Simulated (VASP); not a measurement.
Write the native input for VASP 6.6.1 that does the following.

| Item | Value |
| --- | --- |
| Task | single point |
| Functional | LDA |
| Potentials or basis | VASP PAW LDA potentials, release 64 (Ca_sv) |
| Cutoff | 520 eV |
| k mesh | 8 × 8 × 4 |
| Occupations | gaussian, width 0.05 eV |
| Spin | no spin polarisation |
| Further INCAR settings | ALGO = Fast; EDIFF = 1e-06 |

The structure of Ca lies in POSCAR:

```
Ca
1.0
    1.9712759950     -3.3954901800      0.0000000000
    1.9712759950      3.3954901800      0.0000000000
    0.0000000000      0.0000000000      6.5091117400
Ca
2
Cartesian
    1.9712759950      2.2789620097      4.8818338050
    1.9712759950     -2.2789620097      1.6272779350
```

This isn't the form of Ca at room conditions, which is fcc.

These files were run (other wordings do the same):

INCAR

```
SYSTEM = Ca
PREC = Accurate
ENCUT = 520
EDIFF = 1E-6
ISMEAR = 0
SIGMA = 0.05
LREAL = .False.
LASPH = .True.
NELM = 100
ALGO = Fast
ISIF = 2
LWAVE = .False.
LCHARG = .True.
GGA = CA
LELF = .True.
LVHAR = .True.
```

KPOINTS

```
Automatic mesh
0
Gamma
  8 8 4
  0 0 0
```

Potentials or basis: VASP PAW LDA potentials, release 64 (Ca_sv).

Run with:

```sh
$ cat potpaw_LDA.64/Ca_sv/POTCAR > POTCAR
$ mpirun -np 1 vasp_std > vasp.out
```

Results of the run:

The pressure is -2.1 GPa. The largest force is 0.016 eV/Å and the band gap on the k mesh is none (metal or under the smearing width).

Run time: 98 s on 1 thread of Intel(R) Xeon(R) Platinum 8259CL CPU @ 2.50GHz (Skylake/Cascade Lake), on a shared host, peak memory 0.2 GiB.
